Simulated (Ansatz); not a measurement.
## How HfN stores the work of compression

All numbers below come from DFT PBE, scalar-relativistic, plane waves, PAW (Ansatz 0.2.0). (420 eV cutoff, 16×16×16 k-mesh, Gaussian smearing of 0.10 eV, no spin polarisation)

The relaxed crystal:

```
CELL_PARAMETERS angstrom
0.00000 2.27390 2.27390
2.27390 0.00000 2.27390
2.27390 2.27390 0.00000
ATOMIC_POSITIONS crystal
Hf 0.00000 0.00000 0.00000
N 0.50000 0.50000 0.50000
```

Cell and atoms were relaxed at each target pressure within the start's symmetry (Fm-3m), at zero temperature; other phases can be more stable under pressure. H = E + PV with P the target; E is the free energy at the smearing used, whose derivative the pressure is, per atom and counted from zero pressure.

A cell with an odd number of electrons and no spin polarisation is a metal by construction and may be lower with spin. Spin–orbit coupling is left out, which can shift energies with elements as heavy as these.

```
P (GPa) V (Å³/atom) E − E0 (meV) H − H0 (meV)
      0       11.757           0.0           0.0
      3       11.627           1.2         218.9
      8       11.429           7.9         578.6
     15       11.172          26.2        1072.1
     30       10.709          90.4        2095.7
     60       10.002         285.4        4031.2
```

Problem. Thermodynamics gives dH/dP = V along a relaxed path. Integrate V over P by the trapezoid rule and compare with the computed enthalpies.

Solution. With 1 eV/Å³ = 160.22 GPa, each step adds the mean volume times ΔP / 160.22:
| P (GPa) | ∫V dP (meV) | H − H0 (meV) | difference (meV) |
| --- | --- | --- | --- |
| 3 | 218.9 | 218.9 | 0.0 |
| 8 | 578.7 | 578.6 | 0.1 |
| 15 | 1072.4 | 1072.1 | 0.3 |
| 30 | 2096.7 | 2095.7 | 1.0 |
| 60 | 4035.7 | 4031.2 | 4.5 |

V(P) curves upward, so the trapezoid rule runs high; integrating a smooth curve through the same points puts that excess at about 4.4 meV at 60 GPa, against the 4.5 meV found.

Problem. At 60 GPa, how much of the enthalpy change is stored energy and how much is the PV term?

Solution. E rises by 285 meV/atom and PV is 60 × 10.002 / 160.22 = 3746 meV/atom, so PV makes 93 % of ΔH. So between rival structures at high pressure a small difference in volume can outweigh the difference in energy: 1 % of this volume is worth 37.5 meV/atom at this pressure.

Problem. What bulk modulus do the lowest pressures give?

Solution. From the pressures that the runs reached, -3.00 GPa (11.896 Å³) and 3.01 GPa (11.627 Å³), B = −ΔP/Δln V = 6.01 / 0.0228 = 263 GPa, a mean over that range.